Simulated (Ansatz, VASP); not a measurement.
# One calculation of HfH4, two programs

```
CELL_PARAMETERS angstrom
6.58632 0.00000 0.00000
0.00000 6.58632 0.00000
0.00000 0.00000 28.05924
ATOMIC_POSITIONS crystal
Hf 0.50000 0.50000 0.28511
H 0.27242 0.50000 0.32287
H 0.72758 0.50000 0.32287
H 0.50000 0.72758 0.24735
H 0.50000 0.27242 0.24735
```

Alike in both runs: task single point; functional PBEsol; k mesh 4 × 4 × 1; occupations fermi-dirac, width 0.05 eV; no spin polarisation.

|  | VASP | Ansatz |
| --- | --- | --- |
| version | VASP 6.6.1 | Ansatz 0.2.0 |
| potentials or method | VASP PAW PBE potentials, release 64 (Hf_pv, H), cutoff 520 eV | all-electron LAPW, scalar-relativistic |

|  | VASP | Ansatz | Ansatz less VASP |
| --- | --- | --- | --- |
| gap on the k mesh at the Fermi level (eV) | 3.75 | 3.76 | +0.007 |
| least direct gap on the mesh (eV) | 3.75 | 3.76 | +0.007 |
| rms of the force components (eV/Å) | 0.034 | 0.028 | -0.0055 |

Atom by atom the forces differ by 0.006 eV/Å (rms over components). Ansatz ran all-electron here, so the differences hold the error of VASP's frozen core and of both bases.

Caveats: spin-orbit coupling is left out, which moves the levels of the heavy elements; the PAW data sets were made with another functional, which shifts forces and pressure a little (VASP). As with any semilocal functional, this PBEsol gap is likely too small.
